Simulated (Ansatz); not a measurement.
## Understanding BaO (rocksalt structure) from first principles

**What was measured.** From a printed reference work, textbook, for a bulk crystal of BaO: lattice constant a 5.539 Å.

The results are compared with them further down.

Method: PBE, scalar-relativistic; no spin polarisation; PAW, 420 eV, Γ-centred 10×10×10 mesh, 0.05 eV Gaussian smearing; code Ansatz; PAW files: Ansatz's generated set soft_2.

The compound is reported in the structure type of the start.

The relaxed structure (symmetry read at 0.01 Å). It takes space group Fm-3m (No. 225, cubic). The conventional cell has a = 5.574 Å, b = 5.574 Å, c = 5.574 Å, α = 90.00°, β = 90.00°, γ = 90.00°. Around Ba (site symmetry m-3m) lie 6 O at 2.79 Å. Around O (site symmetry m-3m) lie 6 Ba at 2.79 Å. (Shells end 15 % past the nearest neighbour.)

Results at this level of theory:

```
Volume                                                : 21.64 Å³/atom
Band gap                                              : 2.10 eV
Smallest direct gap                                   : 2.10 eV
Bader charges                                         : Ba 1.44; O -1.44 e
Formation energy from the elements (0 K, uncorrected) : -2.52 eV/atom
Bulk modulus (Birch–Murnaghan)                        : 69 GPa
Pressure derivative B0′                               : 4.6
Shear modulus (Hill)                                  : 35 GPa
Young's modulus                                       : 90 GPa
Poisson's ratio                                       : 0.28
Elastically stable                                    : yes
```

Should it be a metal or an insulator?

Formal charges Ba²⁺, O²⁻ balance and leave closed shells on every ion, so a band insulator is expected, and the gap is 2.10 eV.

What fixes the bond lengths?

Shannon's ionic radii give a check on the bond lengths: Ba²⁺ with 6 neighbours 1.35 Å + O²⁻ 1.40 Å = 2.75 Å against a computed mean of 2.79 Å. Sums and bonds agree within 3 %, so ion sizes set the bond lengths.

Bader charges against formal ones: Ba +1.44 (+2), O −1.44 (−2). The cations give up 72 % of the formal charge; Bader charges stay under formal ones because the anions' density reaches into the cations' basins.

How stiff is it, in energy terms?

B0·V0 = 69.1 GPa × 21.64 Å³ = 9.34 eV/atom sets the scale: near the minimum ΔE ≈ ½ B0 V0 x², with x = V/V0 − 1, and a pressure of 0.7 GPa squeezes the volume by about 1 %. At the ends of the curve: x = −5.5 % predicts 14.1 meV/atom and the run gives 15.7; x = +10.0 % predicts 46.7 meV/atom and the run gives 39.1. The curve is steeper than the parabola on the compressed side and flatter on the expanded side: the bulk modulus rises with pressure.

Which Debye temperature follows from the elastic moduli?

K = 69 GPa and G = 35 GPa (Hill). With a density of 5.882 g/cm³ (mean mass 76.7 u, 21.64 Å³/atom), K = 69.1 and G = 35.2 GPa from the unrounded constants, v_l = √((K + 4G/3)/ρ) = 4440 m/s and v_t = √(G/ρ) = 2450 m/s. The mean [(1/v_l³ + 2/v_t³)/3]^(−1/3) is 2730 m/s, and θ_D = (ħ/k_B)(6π²/V)^(1/3) v_m ≈ 290 K, with V the volume an atom.

**Against experiment.** A measured lattice constant a of BaO is 5.539 Å (a printed reference work, textbook); the calculated 5.574 Å misses it by +0.6 %. The calculation is for a static lattice, without zero-point motion or thermal expansion.

Semilocal functionals underestimate band gaps, commonly by a third or more. For elements this heavy, spin–orbit coupling would shift levels and gaps; it isn't included here.
